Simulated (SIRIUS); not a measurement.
# ZnS in SIRIUS: convergence with density tol

Input of the first run (density tol 0.01); the others differ in this setting and in those tied to it:

sirius.json

```json
{
  "control": {
    "processing_unit": "cpu",
    "verbosity": 2,
    "num_bands_to_print": 21,
    "print_forces": true,
    "print_stress": true
  },
  "parameters": {
    "electronic_structure_method": "pseudopotential",
    "xc_functionals": ["XC_GGA_X_PBE", "XC_GGA_C_PBE"],
    "gk_cutoff": 7.8,
    "pw_cutoff": 22.1,
    "ngridk": [9, 9, 9],
    "shiftk": [0, 0, 0],
    "smearing": "cold",
    "smearing_width": 0.0018374661,
    "num_bands": 21,
    "num_mag_dims": 0,
    "num_dft_iter": 100,
    "energy_tol": 0.01,
    "density_tol": 0.01
  },
  "iterative_solver": {
    "type": "davidson",
    "min_tolerance": 1e-10
  },
  "mixer": {
    "type": "anderson",
    "beta": 0.7,
    "max_history": 8
  },
  "settings": {
    "tol_ne": 1e-10
  },
  "unit_cell": {
    "lattice_vectors": [
      [0.0, 5.106039988739, 5.106039988739],
      [5.106039988739, 0.0, 5.106039988739],
      [5.106039988739, 5.106039988739, 0.0]
    ],
    "atom_coordinate_units": "lattice",
    "atom_types": ["Zn", "S"],
    "atom_files": {
      "Zn": "Zn.json",
      "S": "S.json"
    },
    "atoms": {
      "Zn": [
        [0.75, 0.75, 0.75]
      ],
      "S": [
        [0.0, 0.0, 0.0]
      ]
    }
  }
}
```

Potentials or basis: SSSP 1.3.0 PBE efficiency.

The run is started by

```sh
$ upf_to_json Zn_pbe_v1.uspp.F.UPF
$ upf_to_json s_pbe_v1.4.uspp.F.UPF
$ OMP_NUM_THREADS=1 sirius.scf --input=sirius.json --output=out.json --task=0
```

Hardware: 1 thread of Arm Neoverse V1 (shared host).

| density tol | energy less the tightest run (meV/atom) | SCF cycles | CPU time (s) | peak memory (GiB) |
| --- | --- | --- | --- | --- |
| 0.01 | 0.00 | 19 | 70 | 0.53 |
| 0.001 | 0.00 | 19 | 69 | 0.53 |
| 0.0001 | 0.00 | 19 | 69 | 0.53 |
| 1e-05 | 0.00 | 19 | 69 | 0.53 |
| 1e-06 | 0.00 | 19 | 69 | 0.53 |
| 1e-07 | 0.00 | 22 | 91 | 0.53 |

Against the tightest run, the energy stays within 1 meV/atom from 0.01 on. The tightest run that finished is the yardstick and may itself not be fully converged.
